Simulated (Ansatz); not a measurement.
C, DFT, PBEsol, all-electron PAW with datasets made for the crystal, scalar-relativistic (Ansatz 0.2.0), run on 1 thread of Arm Neoverse V2 on a shared host.

The cell is COD entry 9000046, as deposited and not checked against the literature; nothing was relaxed. The listed cell was then made from it by scaling, straining or moving an atom.

Command: `ansatz run input.yaml --threads 1 --pin off --max-ram 3072MiB --backend cpu --events-out ev --progress --plain --runs-dir out`

```yaml
crystal:
  lattice:
    - [0.0, 2.06319, 3.348]
    - [1.19116, 0.0, 3.348]
    - [1.19116, 2.06319, 0.0]
  atoms:
    - { symbol: C, position: [0.16667, 0.83333, 0.16667] }
    - { symbol: C, position: [0.83333, 0.16667, 0.83333] }
kpoints:
  mp_grid: { grid: [18, 18, 18] }
scf:
  occupations: { method: fermi_dirac, width: 0.05 }
hamiltonian:
  xc: pbesol
  pseudopotentials: { kind: all_electron, datasets: crystal }
output:
  forces: true
  stress: true
  eigenvalues: true
  efg: { contact_densities: true }
```

**Question.** How large is the problem that the program sets up?

**Answer.** 865 irreducible k-points, 605 plane waves at Γ, 9 bands.

**Question.** Estimate the wall time and the peak memory.

**Answer.** 58 s of wall time for 7 SCF iterations, with a peak of 1.1 GiB. Times on shared machines scatter by tens of per cent.

**Question.** And the same cell and mesh by frozen-core PAW, asked for forces, stress, eigenvalues, efg, on the same hardware?

**Answer.** 7.6 s, peak memory 0.4 GiB.
